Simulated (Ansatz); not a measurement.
Runs of Ansatz 0.2.0 on CuO. Symmetry: P6_3mc, No. 186, hexagonal system. The conventional cell has a = 3.288 Å, b = 3.288 Å, c = 5.385 Å, α = 90.00°, β = 90.00°, γ = 120.00°. Cu (site symmetry 3m) has 4 O at 2.01 to 2.02 Å as nearest neighbours. O (site symmetry 3m) is surrounded by 4 Cu at 2.01 to 2.02 Å. Measurements of this composition are mostly on another form, of space group No. 15.

```csv
task,level,cell,k mesh,share of exact exchange,target pressure (GPa),mesh quality,gap on the mesh (eV),pressure (GPa),largest force (eV/Å)
single point,HSE06 form with a typed share of exact exchange,as given,5 × 5 × 3,0.35,-,coarse,none,-13.9,0.13
relaxation of cell and atoms,PBE,relaxed to 10 GPa,9 × 9 × 5,-,10,not flagged,none,10.0,-
relaxation of cell and atoms,PBE,relaxed to 5 GPa,9 × 9 × 5,-,5,not flagged,none,5.0,-
single point,HSE06 form with a typed share of exact exchange,as given,5 × 5 × 3,0.15,-,coarse,none,(a),0.03
relaxation of cell and atoms,PBE,relaxed to 30 GPa,9 × 9 × 5,-,30,not flagged,none,30.0,-
```

Alike in all rows: potentials or basis Ansatz PAW; no spin polarisation; cutoff (eV) 420; smearing fermi-dirac 0.05 eV.

**Question.** Fill in the values left out.

**Answer.** (a) -11.3.

Caveats: some runs use coarse meshes; the run has no spin polarisation, though such a crystal can be magnetic; the plane-wave basis is chosen anew once the cell has moved, so the energies of steps on either side of that aren't comparable (some runs); semilocal functionals often make such compounds metallic where correlation or magnetic order opens a gap, which also shifts bond lengths (some runs); the PAW data sets come from PBE, with cores solved anew for the run's functional, which leaves a small shift of forces and pressure (some runs); the thresholds are loose for stress (some runs).

A gap of «none» marks a metal or a gap under the smearing width.
